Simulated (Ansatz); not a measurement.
# ScAlN2: the band gap up the ladder of functionals

An exercise on one series of results from a longer session: the logs are not shown, and one member is left open.

The runs shown are made with Ansatz 0.2.0. PAW datasets, plane waves. All values are calculated for a non-magnetic cell, which may be hypothetical.

## The structure to begin with

The cell was relaxed beforehand with r2SCAN.

It is trigonal, R-3m (No. 166); conventional cell a = 3.037 Å, c = 14.746 Å, 9.82 Å³ an atom. Near Sc stand 6 N at 2.20 Å; near Al stand 6 N at 2.09 Å; near N stand 3 Al at 2.09 Å and 3 Sc at 2.20 Å.

Structure file:

Space group R-3m:H (No. 166). a = 3.037 Å, b = 3.037 Å, c = 14.746 Å, α = 90.00°, β = 90.00°, γ = 120.00°
```
atom  site  symmetry       x       y       z
  Sc    3a       -3m  0.0000  0.0000  0.0000
  Al    3b       -3m  0.3333  0.6667  0.1667
   N    6c        3m  0.0000  0.0000  0.2433
```

The first run:

Input file input.yaml:

```yaml
crystal:
  lattice:
    - [1.518465526, 0.8766864802, 4.9153867261]
    - [-1.518465526, 0.8766864802, 4.9153867261]
    - [0.0, -1.7533729604, 4.9153867261]
  atoms:
    - { symbol: Sc, position: [1.0, 0.0, 0.0] }
    - { symbol: Al, position: [0.5, 0.5, 0.5] }
    - { symbol: "N", position: [0.2433103334, 0.2433103334, 0.2433103334] }
    - { symbol: "N", position: [0.7566896666, 0.7566896666, 0.7566896666] }
kpoints:
  mp_grid: { grid: [10, 10, 10] }
  band_path:
    path:
      - [[0.0, 0.0, 0.0], [0.5, 0.5, 0.5], [0.8121261996262, 0.1878738003738, 0.5]]
      - [[0.5, -0.1878738003738, 0.1878738003738], [0.5, -1.230957802636e-16, -2.675421292118e-16], [0.0, 0.0, 0.0], [0.3439369001869, -0.3439369001869, -8.580009869122e-17]]
      - [[0.6560630998131, -8.096407086891e-18, 0.3439369001869], [0.5, 1.335787486484e-16, 0.5], [0.0, 0.0, 0.0]]
    npoints: 10
hamiltonian:
  xc: pbe
scf:
  occupations: { method: fermi_dirac, width: 0.02 }
  n_extra_bands: 5
output:
  forces: true
  stress: true
  eigenvalues: true
```

Run with:

```
$ ansatz run input.yaml --threads 2 --pin off --max-ram 2211MiB --backend cpu --events-out ev --progress --plain --runs-dir out
```

Among the steps run: Band structure with PBE; r2SCAN; Single point with HSE06; Quasiparticle levels, G0W0@PBE; Single point with PBE0.

One of the session's tables, all rows but one given; the rest of the session is left out.

```
                     level  gap (eV)
                       PBE      0.76
                    r2SCAN      1.18
                     HSE06         ?
G0W0@PBE (117 empty bands)      1.86
                      PBE0      2.60
```

Estimate the missing values for HSE06.

**Answer.** gap (eV): 1.90. In the column «gap (eV)» it lies between G0W0@PBE (117 empty bands) (1.86) and PBE0 (2.60).

Meshes: PBE 10×10×10, r2SCAN 10×10×10, HSE06 6×6×6, PBE0 6×6×6

Against G0W0@PBE, PBE is short by 1.10 eV, at 41 % of it, and r2SCAN 63 %. PBE0 lies 0.70 eV above HSE06, which differs from it by screening the long-range exchange. G0W0 values are finite-basis, finite-mesh values.

Limits of these values: Warnings in the runs' records: stress exchange threshold loose, stress scf threshold loose.
